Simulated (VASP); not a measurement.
# Pb (P6_3/mmc) in VASP: further runs

One crystal, Pb, is run at these levels: PBEsol; tasks: single point.

Program: VASP 6.6.1. These are calculated values, not measurements. Logs are shortened: lines on timing, memory, paths and dates and some standing lists are left out, and cuts for length are marked.

## Step 1: Starting point

It takes space group P6_3/mmc (No. 194, hexagonal). Conventional cell: a = 3.480 Å, b = 3.480 Å, c = 5.590 Å, α = 90.00°, β = 90.00°, γ = 120.00°. Pb (site symmetry -6m2) is surrounded by 12 Pb at 3.44 to 3.48 Å.

This isn't the form of Pb at room conditions, which is fcc.

## Step 2: Single point, PBEsol

Contents of INCAR:

```
PREC = Accurate
ENCUT = 450
EDIFF = 1E-6
ISMEAR = -1
SIGMA = 0.2
LREAL = False
LASPH = True
NELM = 100
ALGO = Normal
ISIF = 2
LWAVE = False
LCHARG = False
GGA = PS
ADDGRID = True
```

Contents of KPOINTS:

```
regular mesh
0
Gamma
  14 14 8
```

Contents of POSCAR:

```
Pb
1.0
    3.4800000000      0.0000000000      0.0000000000
   -1.7400000000      3.0137684052      0.0000000000
    0.0000000000      0.0000000000      5.5900000000
Pb
2
Direct
    0.6666666667      0.3333333333      0.7500000000
    0.3333333333      0.6666666667      0.2500000000
```

Potentials or basis: VASP PAW PBE potentials, release 64 (Pb_d).

On the command line:

```console
cat potpaw_PBE.64/Pb_d/POTCAR > POTCAR
mpirun -np 1 vasp_std > vasp.out
```

OUTCAR:

```text
PREC = Accurate
   ENCUT = 450
   EDIFF = 1E-6
   ISMEAR = -1
   LREAL = False
   LASPH = True
   NELM = 100
   ISIF = 2
   GGA = PS

 Found    120 irreducible k-points:

 Following reciprocal coordinates:
            Coordinates               Weight
  0.000000  0.000000  0.000000      1.000000
  0.071429  0.000000  0.000000      6.000000
  0.142857  0.000000  0.000000      6.000000
  0.214286  0.000000  0.000000      6.000000
  0.285714  0.000000  0.000000      6.000000
  0.357143  0.000000  0.000000      6.000000
   k-points           NKPTS =    120   k-points in BZ     NKDIM =    120   number of bands    NBANDS=     18
   number of dos      NEDOS =    301   number of ions     NIONS =      2
   total plane-waves  NPLWV =  23040
   dimension x,y,z NGX =    24 NGY =   24 NGZ =   40
   dimension x,y,z NGXF=    48 NGYF=   48 NGZF=   80
   ions per type =               2
   NGX,Y,Z   is equivalent  to a cutoff of  11.47, 11.47, 11.90 a.u.
   NGXF,Y,Z  is equivalent  to a cutoff of  22.93, 22.93, 23.79 a.u.
 SYSTEM =  unknown system
   PREC   = accura    normal or accurate (medium, high low for compatibility)
   ISTART =      0    job   : 0-new  1-cont  2-samecut
   ICHARG =      2    charge: 1-file 2-atom 10-const
   ISPIN  =      1    spin polarized calculation?
   LNONCOLLINEAR =      F non collinear calculations
   LSORBIT =      F    spin-orbit coupling
   LASPH  =      T    aspherical Exc in radial PAW
   ENCUT  =  450.0 eV  33.07 Ry    5.75 a.u.   6.02  6.02  9.67*2*pi/ulx,y,z
   NELM   =    100;   NELMIN=  2; NELMDL= -5     # of ELM steps
   EDIFF  = 0.1E-05   stopping-criterion for ELM
   LREAL  =      F    real-space projection
   EDIFFG = 0.1E-04   stopping-criterion for IOM
   NSW    =      0    number of steps for IOM
   IBRION =     -1    ionic relax: 0-MD 1-quasi-New 2-CG
   NFREE  =      0    steps in history (QN), initial steepest desc. (CG)
   ISIF   =      2    stress and relaxation
   ISYM   =      2    0-nonsym 1-usesym 2-fastsym
   POTIM  = 0.5000    time-step for ionic-motion
   TEBEG  =    0.0;   TEEND  =   0.0 temperature during run
   PSTRESS=    0.0 pullay stress
   NELECT =      28.0000    total number of electrons
   NUPDOWN=      -1.0000    fix difference up-down
   EMIN   =  10.00;   EMAX   =-10.00  energy-range for DOS
   EFERMI =   0.00;   METHOD = LEGACY
   ISMEAR =    -1;   SIGMA  =   0.20  broadening in eV -4-tet -1-fermi 0-gaus
   EFERMI_NEDOS =   21; number of points for ismear=-14 and -15
   IALGO  =     38    algorithm
   IMIX   =      4    mixing-type and parameters
     AMIX     =   0.40;   BMIX     =  1.00
     AMIX_MAG =   1.60;   BMIX_MAG =  1.00
  volume/ion in A,a.u.               =      29.31       197.82
  Fermi-wavevector in a.u.,A,eV,Ry     =   1.279658  2.418203 22.279870  1.637524
  Thomas-Fermi vector in A             =   2.412131
   LORBIT       =      0    0 simple, 1 ext, 2 COOP (PROOUT), +10 PAW based schemes
   GGA     = PS    functional components
   LHFCALC =     F    Hartree Fock is set to
   AEXX    =    0.0000 exact exchange contribution
   IVDW    =     0    specifies the selected vdW correction
   LEPSILON=     F    determine dielectric tensor
   LRPA    =     F    only Hartree local field effects (RPA)
 non-spin polarized calculation
  energy-cutoff  :      450.00
  volume of cell :       58.63
 maximum number of plane-waves:      1292
   NGX = 13   NGY = 13   NGZ = 19

 number of electron      28.0000000 magnetization

 Free energy of the ion-electron system (eV)
  ---------------------------------------------------
  ext. energy  EPLUGINS =         0.00000000
  ---------------------------------------------------
  free energy    TOTEN  =        -8.03696461 eV

  energy without entropy =       -7.89675882  energy(sigma->0) =       -7.96686171

 E-fermi :   7.4477     XC(G=0): -10.5064

 val. band max:        7.4472478863   @ k =   0.2857   0.0000   0.2500
 cond. band min:       7.4873155639   @ k =   0.4286   0.1429   0.2500
 fundamental gap:      0.0400676776
 Fermi energy:         7.4476990040

 k-point     1 :       0.0000    0.0000    0.0000
  band No.  band energies     occupation
      1      -9.5728      2.00000
      2      -9.5227      2.00000
      3      -9.5086      2.00000
      4      -9.5086      2.00000
      5      -9.4833      2.00000
      6      -9.4833      2.00000
      7      -9.4416      2.00000
      8      -9.4416      2.00000
      9      -9.2428      2.00000
     10      -9.2428      2.00000
     11      -4.5229      2.00000
     12      -0.5395      2.00000
     13       3.1377      2.00000
     14      13.0396      0.00000
     15      13.0396      0.00000
     16      14.9479      0.00000
     17      14.9479      0.00000
     18      15.6186      0.00000

 k-point     2 :       0.0714    0.0000    0.0000
  band No.  band energies     occupation
      1      -9.5686      2.00000
      2      -9.5322      2.00000
      3      -9.4957      2.00000
      4      -9.4938      2.00000
      5      -9.4807      2.00000
      6      -9.4709      2.00000
      7      -9.4478      2.00000
      8      -9.4469      2.00000
      9      -9.2522      2.00000
     10      -9.2407      2.00000
     11      -4.4334      2.00000
     12      -0.4739      2.00000
     13       3.2442      2.00000
     14      11.9586      0.00000
     15      12.6395      0.00000
     16      14.1923      0.00000
     17      15.1178      0.00000
     18      15.5105      0.00000

 k-point     3 :       0.1429    0.0000    0.0000
  band No.  band energies     occupation
      1      -9.5788      2.00000
      2      -9.5261      2.00000
      3      -9.4843      2.00000
      4      -9.4659      2.00000
      5      -9.4610      2.00000
      6      -9.4595      2.00000
      7      -9.4529      2.00000
      8      -9.4358      2.00000
      9      -9.2773      2.00000
     10      -9.2356      2.00000
     11      -4.1648      2.00000
     12      -0.2798      2.00000
     13       3.5592      2.00000
     14      10.0593      0.00000
     15      11.8619      0.00000
     16      12.8215      0.00000
     17      14.9832      0.00000
     18      15.1222      0.00000

 k-point     4 :       0.2143    0.0000    0.0000
  band No.  band energies     occupation
      1      -9.6086      2.00000
      2      -9.5117      2.00000
      3      -9.4943      2.00000
      4      -9.4801      2.00000
      5      -9.4735      2.00000
      6      -9.4070      2.00000
      7      -9.4024      2.00000
      8      -9.3841      2.00000
      9      -9.3105      2.00000
     10      -9.2295      2.00000
     11      -3.7175      2.00000
     12       0.0289      2.00000
     13       4.0698      2.00000
     14       8.1446      0.05950
     15      11.0688      0.00000
     16      11.1976      0.00000
     17      13.8614      0.00000
     18      14.7262      0.00000

 k-point     5 :       0.2857    0.0000    0.0000
  band No.  band energies     occupation
      1      -9.6413      2.00000
      2      -9.5288      2.00000
      3      -9.5173      2.00000
      4      -9.5000      2.00000
      5      -9.4431      2.00000
      6      -9.3486      2.00000
      7      -9.3461      2.00000
      8      -9.3430      2.00000
      9      -9.3254      2.00000
     10      -9.2240      2.00000
     11      -3.0981      2.00000
     12       0.4039      2.00000
     13       4.7541      2.00000
     14       6.4299      1.98775
     15       9.5138      0.00007
     16      10.3833      0.00000
     17      12.4662      0.00000
     18      14.1820      0.00000

 k-point     6 :       0.3571    0.0000    0.0000
  band No.  band energies     occupation
      1      -9.6698      2.00000
      2      -9.5622      2.00000
      3      -9.5288      2.00000
      4      -9.5169      2.00000
      5      -9.4124      2.00000
      6      -9.3688      2.00000
      7      -9.2958      2.00000
      8      -9.2957      2.00000
      9      -9.2711      2.00000
     10      -9.2201      2.00000
     11      -2.3292      2.00000
     12       0.6958      2.00000
     13       5.1216      1.99998
     14       5.5746      1.99983
     15       7.9443      0.15408
     16       9.8614      0.00001
     17      11.0708      0.00000
     18      13.6847      0.00000

 [... further k-points ...]

------------------------ aborting loop because EDIFF is reached ----------------------------------------

  FORCE on cell =-STRESS in cart. coord.  units (eV):
  Direction    XX          YY          ZZ          XY          YZ          ZX
  --------------------------------------------------------------------------------------
  -------------------------------------------------------------------------------------
  Total        0.2106963      0.2106963      0.8308809     -0.0000000      0.0000000      0.0000000
  in kB        5.7579318      5.7579318     22.7064079     -0.0000000      0.0000000      0.0000000
  external PRESSURE =      11.4074238 kB  Pullay stress =       0.0000000 kB

 VOLUME and BASIS-vectors are now :
 -----------------------------------------------------------------------------
  energy-cutoff  :      450.00
  volume of cell :       58.63
      direct lattice vectors                 reciprocal lattice vectors
     3.480000000  0.000000000  0.000000000     0.287356322  0.165905250  0.000000000
    -1.740000000  3.013768405  0.000000000     0.000000000  0.331810500  0.000000000
     0.000000000  0.000000000  5.590000000     0.000000000  0.000000000  0.178890877

 POSITION                                       TOTAL-FORCE (eV/Angst)
 -----------------------------------------------------------------------------------
      1.74000      1.00459      4.19250        -0.000000      0.000000      0.000000
     -0.00000      2.00918      1.39750         0.000000     -0.000000      0.000000
 -----------------------------------------------------------------------------------
    total drift:                               -0.000000      0.000000      0.000000

  FREE ENERGIE OF THE ION-ELECTRON SYSTEM (eV)
  ---------------------------------------------------
  free  energy   TOTEN  =        -8.0369646097 eV

  energy  without entropy=       -7.8967588167  energy(sigma->0) =       -7.96686171
```

It took 22 s on 1 thread of Intel Xeon 6975P-C (Granite Rapids), shared host; peak memory 0.28 GiB.

These settings aren't checked as converged: the numbers below hold their error.

What came out:

| Quantity | Value |
| --- | --- |
| Free energy | -8.0370 eV |
| Pressure | 1.1 GPa |
| Band gap on the k mesh | none (metal or under the smearing width) |

Caveat: the PAW data sets were made with another functional, which shifts forces and pressure a little.

## Step 3: Single point, PBEsol

INCAR is that of step 2.

KPOINTS is that of step 2.

Contents of POSCAR:

```
Pb
1.0
    3.4800000000      0.0000000000      0.0000000000
   -1.7400000000      3.0137684052      0.0000000000
    0.0000000000      0.0000000000      5.5900000000
Pb
2
Direct
    0.6916670000      0.3496840000      0.7502860000
    0.3559200000      0.6835750000      0.2530120000
```

Potentials or basis: VASP PAW PBE potentials, release 64 (Pb_d).

On the command line:

```console
cat potpaw_PBE.64/Pb_d/POTCAR > POTCAR
mpirun -np 1 vasp_std > vasp.out
```

Run time: 2 min. Hardware: 1 thread of Intel Xeon 6975P-C (Granite Rapids), shared host; peak memory 0.67 GiB.

The run converged, but some of its settings lie outside the range that counts as converged, so its numbers aren't taken as properties of the crystal.

Results:

* Free energy: -8.0367 eV
* Pressure: 1.2 GPa
* Largest force: 0.038 eV/Å
* Band gap on the k mesh: none (metal or under the smearing width)

Caveat: the PAW data sets were made with another functional, which shifts forces and pressure a little.

## Step 4: Single point, PBEsol

Edit INCAR of step 3 so:

```diff
@@ -6,3 +6,3 @@
 LREAL = False
-LASPH = True
+LASPH = False
 NELM = 100
@@ -13,2 +13,2 @@
 GGA = PS
-ADDGRID = True
+ADDGRID = False
```

KPOINTS is that of step 3.

Contents of POSCAR:

```
Pb
1.0
    3.4800000000      0.0000000000      0.0000000000
   -1.7400000000      3.0137684052      0.0000000000
    0.0000000000      0.0000000000      5.5900000000
Pb
2
Direct
    0.6666666667      0.3333333333      0.7500000000
    0.3333333333      0.6666666667      0.2500000000
```

Potentials or basis: VASP PAW PBE potentials, release 64 (Pb_d).

On the command line:

```console
cat potpaw_PBE.64/Pb_d/POTCAR > POTCAR
mpirun -np 1 vasp_std > vasp.out
```

OUTCAR:

```text
PREC = Accurate
   ENCUT = 450
   EDIFF = 1E-6
   ISMEAR = -1
   LREAL = False
   LASPH = False
   NELM = 100
   ISIF = 2
   GGA = PS

 Found    120 irreducible k-points:

 Following reciprocal coordinates:
            Coordinates               Weight
  0.000000  0.000000  0.000000      1.000000
  0.071429  0.000000  0.000000      6.000000
  0.142857  0.000000  0.000000      6.000000
  0.214286  0.000000  0.000000      6.000000
  0.285714  0.000000  0.000000      6.000000
  0.357143  0.000000  0.000000      6.000000
   k-points           NKPTS =    120   k-points in BZ     NKDIM =    120   number of bands    NBANDS=     18
   number of dos      NEDOS =    301   number of ions     NIONS =      2
   total plane-waves  NPLWV =  23040
   dimension x,y,z NGX =    24 NGY =   24 NGZ =   40
   dimension x,y,z NGXF=    48 NGYF=   48 NGZF=   80
   ions per type =               2
   NGX,Y,Z   is equivalent  to a cutoff of  11.47, 11.47, 11.90 a.u.
   NGXF,Y,Z  is equivalent  to a cutoff of  22.93, 22.93, 23.79 a.u.
 SYSTEM =  unknown system
   PREC   = accura    normal or accurate (medium, high low for compatibility)
   ISTART =      0    job   : 0-new  1-cont  2-samecut
   ICHARG =      2    charge: 1-file 2-atom 10-const
   ISPIN  =      1    spin polarized calculation?
[... 52 lines left out ...]

 E-fermi :   7.4477     XC(G=0): -10.5064

 val. band max:        7.4472499807   @ k =   0.2857   0.0000   0.2500
 cond. band min:       7.4873095838   @ k =   0.4286   0.1429   0.2500
 fundamental gap:      0.0400596031
 Fermi energy:         7.4476981583

 k-point     1 :       0.0000    0.0000    0.0000
  band No.  band energies     occupation
      1      -9.5727      2.00000
      2      -9.5226      2.00000
      3      -9.5086      2.00000
      4      -9.5086      2.00000
      5      -9.4834      2.00000
      6      -9.4834      2.00000
[... 103 lines left out ...]
      5      -9.4124      2.00000
      6      -9.3688      2.00000
[... 10 lines left out ...]
     17      11.0708      0.00000
     18      13.6847      0.00000

 [... further k-points ...]

------------------------ aborting loop because EDIFF is reached ----------------------------------------

  FORCE on cell =-STRESS in cart. coord.  units (eV):
  Direction    XX          YY          ZZ          XY          YZ          ZX
  --------------------------------------------------------------------------------------
  -------------------------------------------------------------------------------------
  Total        0.2112005      0.2112005      0.8318031      0.0000000      0.0000000     -0.0000000
  in kB        5.7717113      5.7717113     22.7316089      0.0000000      0.0000000     -0.0000000
  external PRESSURE =      11.4250105 kB  Pullay stress =       0.0000000 kB

 VOLUME and BASIS-vectors are now :
 -----------------------------------------------------------------------------
  energy-cutoff  :      450.00
  volume of cell :       58.63
      direct lattice vectors                 reciprocal lattice vectors
     3.480000000  0.000000000  0.000000000     0.287356322  0.165905250  0.000000000
    -1.740000000  3.013768405  0.000000000     0.000000000  0.331810500  0.000000000
     0.000000000  0.000000000  5.590000000     0.000000000  0.000000000  0.178890877

 POSITION                                       TOTAL-FORCE (eV/Angst)
 -----------------------------------------------------------------------------------
      1.74000      1.00459      4.19250         0.000000     -0.000000      0.000000
     -0.00000      2.00918      1.39750        -0.000000      0.000000      0.000000
 -----------------------------------------------------------------------------------
    total drift:                               -0.000000      0.000000      0.000000

  FREE ENERGIE OF THE ION-ELECTRON SYSTEM (eV)
  ---------------------------------------------------
  free  energy   TOTEN  =        -8.0369695398 eV

  energy  without entropy=       -7.8967632820  energy(sigma->0) =       -7.96686641
```

OSZICAR:

```text
N       E                     dE             d eps       ncg     rms          rms(c)
DAV:   1     0.270118415597E+03    0.27012E+03   -0.13588E+04  4320   0.174E+03
DAV:   2     0.973216155126E+01   -0.26039E+03   -0.25707E+03  4324   0.420E+02
DAV:   3    -0.758175331179E+01   -0.17314E+02   -0.17109E+02  5362   0.139E+02
DAV:   4    -0.805637077572E+01   -0.47462E+00   -0.47307E+00  5140   0.269E+01
DAV:   5    -0.807480990844E+01   -0.18439E-01   -0.18438E-01  5310   0.462E+00    0.869E-01
DAV:   6    -0.804511349549E+01    0.29696E-01   -0.54709E-02  5638   0.357E+00    0.405E-01
DAV:   7    -0.803748651112E+01    0.76270E-02   -0.21184E-02  5646   0.214E+00    0.129E-01
DAV:   8    -0.803697363446E+01    0.51288E-03   -0.10316E-03  5612   0.519E-01    0.132E-02
DAV:   9    -0.803696977047E+01    0.38640E-05   -0.37950E-05  5628   0.105E-01    0.615E-03
DAV:  10    -0.803696953981E+01    0.23066E-06   -0.16441E-06  3504   0.158E-02
   1 F= -.80369695E+01 E0= -.79668664E+01  d E =-.140206E+00
```

stdout:

```text
POSCAR found type information on POSCAR Pb
 POSCAR found :  1 types and       2 ions
 scaLAPACK will be used
 -----------------------------------------------------------------------------
|                                                                             |
|                                                                             |
|     You enforced a specific xc type in the INCAR file but a different       |
|     I HOPE YOU KNOW WHAT YOU ARE DOING!                                     |
|                                                                             |
 -----------------------------------------------------------------------------

 LDA part: xc-table for (Slater+PW92), standard interpolation
 POSCAR, INCAR and KPOINTS ok, starting setup
 FFT: planning ... GRIDC
 FFT: planning ... GRID_SOFT
 FFT: planning ... GRID
 WAVECAR not read
 entering main loop
```

Run time: 20 s. Hardware: 1 thread of Intel Xeon 6975P-C (Granite Rapids), shared host; peak memory 0.21 GiB.

The run converged, but some of its settings lie outside the range that counts as converged, so its numbers aren't taken as properties of the crystal.

Results:

```yaml
Free_energy: -8.0370 eV
Pressure: 1.1 GPa
Band_gap_on_the_k_mesh: none (metal or under the smearing width)
```

Caveat: the PAW data sets were made with another functional, which shifts forces and pressure a little.

(Part 1 of 2 ends here.)
